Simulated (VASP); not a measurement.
# KI (e600) (Fm-3m) in VASP: further runs

The runs below take KI (e600) through single point, with PBE.

All numbers are computed with VASP 6.6.1; they aren't measurements. Logs are shortened: lines on timing, memory, paths and dates and some standing lists are left out, and cuts for length are marked.

**Measured values to compare with.**

A printed reference work, monograph reports, for a bulk crystal of KI: band gap 6.32 eV.

How close the calculation comes is told below.

## (1) The cell of the first run

It takes space group Fm-3m (No. 225, cubic). Conventional cell: a = 7.182 Å, b = 7.182 Å, c = 7.182 Å, α = 90.00°, β = 90.00°, γ = 90.00°. K (site symmetry m-3m) has 6 I at 3.59 Å within 4.7 Å. I (site symmetry m-3m) has 6 K at 3.59 Å within 4.7 Å.

## (2) Single point, PBE

INCAR reads:

```
ALGO = Normal ; EDIFF = 1E-6
ENCUT = 500 ; GGA = PE
GGA_COMPAT = False ; ISIF = 2
ISMEAR = 0 ; LASPH = True
LCHARG = False ; LREAL = False
LWAVE = False ; NBANDS = 15
NELM = 120 ; PREC = Accurate
SIGMA = 0.02
```

KPOINTS reads:

```
k-points
0
Gamma
  6 6 6
```

POSCAR reads:

```
KI
1.0
    0.0000000000      3.5908778780      3.5908778780
    3.5908778780      0.0000000000      3.5908778780
    3.5908778780      3.5908778780      0.0000000000
K I
1 1
Direct
    0.0000000000      0.0000000000      0.0000000000
    0.5000000000      0.5000000000      0.5000000000
```

Potentials or basis: VASP PAW PBE potentials, release 64 (K_sv, I).

Command:

```
cat potpaw_PBE.64/K_sv/POTCAR potpaw_PBE.64/I/POTCAR > POTCAR
mpirun -np 1 vasp_std > vasp.out
```

OUTCAR:

```text
EDIFF = 1E-6
   ENCUT = 500
   GGA = PE
   ISIF = 2
   ISMEAR = 0
   LASPH = True
   LREAL = False
   NELM = 120
   PREC = Accurate

 ion  position               nearest neighbor table
   1  0.000  0.000  0.000-   2 3.59   2 3.59   2 3.59   2 3.59   2 3.59   2 3.59
   2  0.500  0.500  0.500-   1 3.59   1 3.59   1 3.59   1 3.59   1 3.59   1 3.59

  LATTYP: Found a face centered cubic cell.
 ALAT       =     7.1817557560

  Lattice vectors:

 A1 = (   0.0000000000,   3.5908778780,   3.5908778780)
 A2 = (   3.5908778780,   0.0000000000,   3.5908778780)
 A3 = (   3.5908778780,   3.5908778780,   0.0000000000)

Analysis of symmetry for initial positions (statically):
=====================================================================
 Subroutine PRICEL returns:
 Original cell was already a primitive cell.

 Routine SETGRP: Setting up the symmetry group for a
 face centered cubic supercell.

 Subroutine GETGRP returns: Found 48 space group operations
 (whereof 48 operations were pure point group operations)
 out of a pool of 48 trial point group operations.

The static configuration has the point symmetry O_h .

Analysis of symmetry for dynamics (positions and initial velocities):
=====================================================================
 Subroutine PRICEL returns:
 Original cell was already a primitive cell.

 Routine SETGRP: Setting up the symmetry group for a
 face centered cubic supercell.

 Subroutine GETGRP returns: Found 48 space group operations
 (whereof 48 operations were pure point group operations)
 out of a pool of 48 trial point group operations.

The dynamic configuration has the point symmetry O_h .

 Subroutine INISYM returns: Found 48 space group operations
 (whereof 48 operations are pure point group operations),
 and found     1 'primitive' translations

----------------------------------------------------------------------------------------

                                     Primitive cell

  volume of cell :      92.6045

  direct lattice vectors                    reciprocal lattice vectors
     0.000000000  3.590877878  3.590877878    -0.139241717  0.139241717  0.139241717
     3.590877878  0.000000000  3.590877878     0.139241717 -0.139241717  0.139241717
     3.590877878  3.590877878  0.000000000     0.139241717  0.139241717 -0.139241717

  length of vectors
     5.078268196  5.078268196  5.078268196     0.241173728  0.241173728  0.241173728

  position of ions in fractional coordinates (direct lattice)
     0.000000000  0.000000000  0.000000000
     0.500000000  0.500000000  0.500000000

  ion indices of the primitive-cell ions
   primitive index   ion index
                 1           1
                 2           2

----------------------------------------------------------------------------------------

 KPOINTS: k-points

Automatic generation of k-mesh.
 Grid dimensions read from file:
 generate k-points for:    6    6    6

 Generating k-lattice:

  Cartesian coordinates                     Fractional coordinates (reciprocal lattice)
    -0.023206953  0.023206953  0.023206953     0.166666667  0.000000000  0.000000000
     0.023206953 -0.023206953  0.023206953     0.000000000  0.166666667  0.000000000
     0.023206953  0.023206953 -0.023206953     0.000000000  0.000000000  0.166666667

  Length of vectors
     0.040195621  0.040195621  0.040195621

  Shift w.r.t. Gamma in fractional coordinates (k-lattice)
     0.000000000  0.000000000  0.000000000

 Subroutine IBZKPT returns following result:
 ===========================================

 Found     16 irreducible k-points:

 Following reciprocal coordinates:
            Coordinates               Weight
  0.000000  0.000000  0.000000      1.000000
  0.166667  0.000000  0.000000      8.000000
  0.333333  0.000000  0.000000      8.000000
  0.500000  0.000000  0.000000      4.000000
  0.166667  0.166667  0.000000      6.000000
  0.333333  0.166667  0.000000     24.000000
[... 8 lines left out ...]
 -0.333333  0.333333  0.166667     24.000000
 -0.333333  0.500000  0.166667     12.000000
   k-points           NKPTS =     16   k-points in BZ     NKDIM =     16   number of bands    NBANDS=     15
   number of dos      NEDOS =    301   number of ions     NIONS =      2
   total plane-waves  NPLWV =  64000
   dimension x,y,z NGX =    40 NGY =   40 NGZ =   40
   dimension x,y,z NGXF=    80 NGYF=   80 NGZF=   80
   ions per type =               1   1
   NGX,Y,Z   is equivalent  to a cutoff of  13.09, 13.09, 13.09 a.u.
   NGXF,Y,Z  is equivalent  to a cutoff of  26.19, 26.19, 26.19 a.u.
 SYSTEM =  unknown system
   PREC   = accura    normal or accurate (medium, high low for compatibility)
   ISTART =      0    job   : 0-new  1-cont  2-samecut
   ICHARG =      2    charge: 1-file 2-atom 10-const
   ISPIN  =      1    spin polarized calculation?
   LNONCOLLINEAR =      F non collinear calculations
   LSORBIT =      F    spin-orbit coupling
   LASPH  =      T    aspherical Exc in radial PAW
   ENCUT  =  500.0 eV  36.75 Ry    6.06 a.u.   9.26  9.26  9.26*2*pi/ulx,y,z
   NELM   =    120;   NELMIN=  2; NELMDL= -5     # of ELM steps
   EDIFF  = 0.1E-05   stopping-criterion for ELM
   LREAL  =      F    real-space projection
   EDIFFG = 0.1E-04   stopping-criterion for IOM
   NSW    =      0    number of steps for IOM
   IBRION =     -1    ionic relax: 0-MD 1-quasi-New 2-CG
   NFREE  =      0    steps in history (QN), initial steepest desc. (CG)
   ISIF   =      2    stress and relaxation
   ISYM   =      2    0-nonsym 1-usesym 2-fastsym
   POTIM  = 0.5000    time-step for ionic-motion
   TEBEG  =    0.0;   TEEND  =   0.0 temperature during run
   PSTRESS=    0.0 pullay stress
   NELECT =      16.0000    total number of electrons
   NUPDOWN=      -1.0000    fix difference up-down
   EMIN   =  10.00;   EMAX   =-10.00  energy-range for DOS
   EFERMI =   0.00;   METHOD = LEGACY
   ISMEAR =     0;   SIGMA  =   0.02  broadening in eV -4-tet -1-fermi 0-gaus
   EFERMI_NEDOS =   21; number of points for ismear=-14 and -15
   IALGO  =     38    algorithm
   IMIX   =      4    mixing-type and parameters
     AMIX     =   0.40;   BMIX     =  1.00
     AMIX_MAG =   1.60;   BMIX_MAG =  1.00
  volume/ion in A,a.u.               =      46.30       312.46
  Fermi-wavevector in a.u.,A,eV,Ry     =   0.911810  1.723070 11.311841  0.831397
  Thomas-Fermi vector in A             =   2.036132
   LORBIT       =      0    0 simple, 1 ext, 2 COOP (PROOUT), +10 PAW based schemes
   GGA     = PE    functional components
   LHFCALC =     F    Hartree Fock is set to
   AEXX    =    0.0000 exact exchange contribution
   IVDW    =     0    specifies the selected vdW correction
   LEPSILON=     F    determine dielectric tensor
   LRPA    =     F    only Hartree local field effects (RPA)
 non-spin polarized calculation
 Gauss-broadening in eV      SIGMA  =   0.02
  energy-cutoff  :      500.00
  volume of cell :       92.60
 maximum number of plane-waves:      2397
 NGX is ok and might be reduce to    40
   NGX = 19   NGY = 19   NGZ = 19

 number of electron      16.0000001 magnetization

 Free energy of the ion-electron system (eV)
  ---------------------------------------------------
  ext. energy  EPLUGINS =         0.00000000
  ---------------------------------------------------
  free energy    TOTEN  =        -5.56505415 eV

  energy without entropy =       -5.56505415  energy(sigma->0) =       -5.56505415

 E-fermi :  -0.5202     XC(G=0):  -6.9885

 val. band max:       -0.6607331906   @ k =   0.0000   0.0000   0.0000
 cond. band min:       3.1912326318   @ k =   0.0000   0.0000   0.0000
 fundamental gap:      3.8519658224
 Fermi energy:        -0.5202327267

 k-point     1 :       0.0000    0.0000    0.0000
  band No.  band energies     occupation
      1     -29.2528      2.00000
      2     -12.7342      2.00000
      3     -12.7342      2.00000
      4     -12.7342      2.00000
      5     -11.0931      2.00000
      6      -0.6607      2.00000
      7      -0.6607      2.00000
      8      -0.6607      2.00000
      9       3.1912      0.00000
     10       5.8511      0.00000
     11       5.8511      0.00000
     12       5.8511      0.00000
     13       6.5363      0.00000
     14       6.5363      0.00000
     15       9.0664      0.00000

 k-point     2 :       0.1667    0.0000    0.0000
  band No.  band energies     occupation
      1     -29.2524      2.00000
      2     -12.7637      2.00000
      3     -12.7348      2.00000
      4     -12.7348      2.00000
      5     -11.0366      2.00000
      6      -1.0428      2.00000
      7      -0.7402      2.00000
      8      -0.7402      2.00000
      9       3.7883      0.00000
     10       5.7573      0.00000
     11       6.1283      0.00000
     12       6.1283      0.00000
     13       6.8272      0.00000
     14       6.8272      0.00000
     15       9.8878      0.00000

 k-point     3 :       0.3333    0.0000    0.0000
  band No.  band energies     occupation
      1     -29.2516      2.00000
      2     -12.8181      2.00000
      3     -12.7358      2.00000
      4     -12.7358      2.00000
      5     -10.9267      2.00000
      6      -1.6290      2.00000
      7      -0.8885      2.00000
      8      -0.8885      2.00000
      9       4.6025      0.00000
     10       6.2357      0.00000
     11       6.7932      0.00000
     12       6.7932      0.00000
     13       7.6052      0.00000
     14       7.6052      0.00000
     15       8.8140      0.00000
[... 199 lines left out ...]
 k-point    15 :      -0.3333    0.3333    0.1667
  band No.  band energies     occupation
      1     -29.2509      2.00000
      2     -12.7973      2.00000
      3     -12.7538      2.00000
      4     -12.7460      2.00000
      5     -10.9125      2.00000
      6      -1.5484      2.00000
      7      -1.2459      2.00000
      8      -1.0621      2.00000
      9       5.5557      0.00000
     10       5.9048      0.00000
     11       6.2123      0.00000
     12       7.4460      0.00000
     13       7.9782      0.00000
     14       8.4313      0.00000
     15       9.0571      0.00000

 k-point    16 :      -0.3333    0.5000    0.1667
  band No.  band energies     occupation
      1     -29.2507      2.00000
      2     -12.7658      2.00000
      3     -12.7649      2.00000
      4     -12.7542      2.00000
      5     -10.9368      2.00000
      6      -1.4650      2.00000
      7      -1.1783      2.00000
      8      -1.1554      2.00000
      9       5.0304      0.00000
     10       5.5959      0.00000
     11       6.6549      0.00000
     12       7.4868      0.00000
     13       7.7897      0.00000
     14       8.8534      0.00000
     15       9.2175      0.00000

------------------------ aborting loop because EDIFF is reached ----------------------------------------

  FORCE on cell =-STRESS in cart. coord.  units (eV):
  Direction    XX          YY          ZZ          XY          YZ          ZX
  --------------------------------------------------------------------------------------
  -------------------------------------------------------------------------------------
  Total        0.0168362      0.0168362      0.0168362      0.0000000     -0.0000000     -0.0000000
  in kB        0.2912880      0.2912880      0.2912880      0.0000000     -0.0000000     -0.0000000
  external PRESSURE =       0.2912880 kB  Pullay stress =       0.0000000 kB

 VOLUME and BASIS-vectors are now :
 -----------------------------------------------------------------------------
  energy-cutoff  :      500.00
  volume of cell :       92.60
      direct lattice vectors                 reciprocal lattice vectors
     0.000000000  3.590877878  3.590877878    -0.139241717  0.139241717  0.139241717
     3.590877878  0.000000000  3.590877878     0.139241717 -0.139241717  0.139241717
     3.590877878  3.590877878  0.000000000     0.139241717  0.139241717 -0.139241717

 POSITION                                       TOTAL-FORCE (eV/Angst)
 -----------------------------------------------------------------------------------
      0.00000      0.00000      0.00000        -0.000000      0.000000      0.000000
      3.59088      3.59088      3.59088         0.000000      0.000000     -0.000000
 -----------------------------------------------------------------------------------
    total drift:                                0.000000     -0.000000     -0.000000

  FREE ENERGIE OF THE ION-ELECTRON SYSTEM (eV)
  ---------------------------------------------------
  free  energy   TOTEN  =        -5.5650541476 eV

  energy  without entropy=       -5.5650541476  energy(sigma->0) =       -5.56505415
```

Wall time 48 s (1 thread of Intel Xeon 8259CL, shared host); peak memory 0.24 GiB.

What came out:

```yaml
Free_energy: -5.5651 eV
Pressure: 0.0 GPa
Band_gap_on_the_k_mesh: 3.85 eV, direct
```

Levels at points of the mesh, in eV from the valence-band top:
| k point | band 5 | band 6 | band 7 | band 8 | band 9 | band 10 | band 11 | band 12 |
| --- | --- | --- | --- | --- | --- | --- | --- | --- |
| (0.00, 0.00, 0.00) | -10.43 | 0.00 | 0.00 | 0.00 | 3.85 | 6.51 | 6.51 | 6.51 |
| (0.50, 0.00, 0.00) | -10.21 | -1.21 | -0.30 | -0.30 | 5.47 | 7.56 | 8.04 | 8.04 |
| (0.50, 0.50, 0.00) | -10.31 | -0.92 | -0.34 | -0.34 | 5.01 | 5.65 | 8.04 | 8.56 |

Caveat: spin-orbit coupling is left out, which moves the levels of the heavy elements.

## (3) Single point, PBE

INCAR reads:

```
SYSTEM = KI
PREC     = Accurate       ! precision mode
ENCUT    = 500            ! plane-wave cutoff, eV
EDIFF    = 1E-6           ! SCF threshold, eV
ISMEAR   = 0              ! smearing method
SIGMA    = 0.02           ! smearing width, eV
LREAL    = .FALSE.        ! projectors in reciprocal space
LASPH    = .TRUE.         ! aspherical terms in the spheres
NELM     = 120            ! most SCF steps
ALGO     = Normal         ! electronic algorithm
ISIF     = 2              ! what is computed and relaxed
LWAVE    = .FALSE.        ! write WAVECAR
LCHARG   = .TRUE.         ! write CHGCAR
GGA      = PE             ! functional
LELF     = .TRUE.         ! ELF
LVHAR    = .TRUE.       
NBANDS   = 15             ! bands
GGA_COMPAT= .FALSE.
```

KPOINTS reads:

```
Automatic mesh
0
G
  6 6 6
  0 0 0
```

POSCAR is that of step 2.

Potentials or basis: VASP PAW PBE potentials, release 64 (K_sv, I).

Command:

```
cat potpaw_PBE.64/K_sv/POTCAR potpaw_PBE.64/I/POTCAR > POTCAR
mpirun -np 1 vasp_std > vasp.out
```

Run time: 46 s. Hardware: 1 thread of Intel Xeon 8259CL, shared host; peak memory 0.24 GiB.

The run converged. Its results:

| Item | Value |
| --- | --- |
| Free energy | -5.5651 eV |
| Pressure | 0.0 GPa |
| Band gap on the k mesh | 3.85 eV, direct |

Levels at points of the mesh, in eV from the valence-band top:
| k point | band 6 | band 7 | band 8 | band 9 | band 10 | band 11 |
| --- | --- | --- | --- | --- | --- | --- |
| (0.00, 0.00, 0.00) | 0.00 | 0.00 | 0.00 | 3.85 | 6.51 | 6.51 |
| (0.50, 0.00, 0.00) | -1.21 | -0.30 | -0.30 | 5.47 | 7.56 | 8.04 |
| (0.50, 0.50, 0.00) | -0.92 | -0.34 | -0.34 | 5.01 | 5.65 | 8.04 |

Caveat: spin-orbit coupling is left out, which moves the levels of the heavy elements.

## (4) How close it comes

Step 2. A measured gap of KI is 6.32 eV (a printed reference work, monograph); the calculated 3.85 eV misses it by -2.47 eV. Spin-orbit coupling on I is left out. The value is that of PBE, without temperature or zero-point motion. Semilocal functionals fall short of measured gaps as a rule.

Step 3. A measured gap of KI is 6.32 eV (a printed reference work, monograph); the calculated 3.85 eV misses it by -2.47 eV. Spin-orbit coupling on I is left out. The value is that of PBE, without temperature or zero-point motion. Semilocal functionals fall short of measured gaps as a rule.
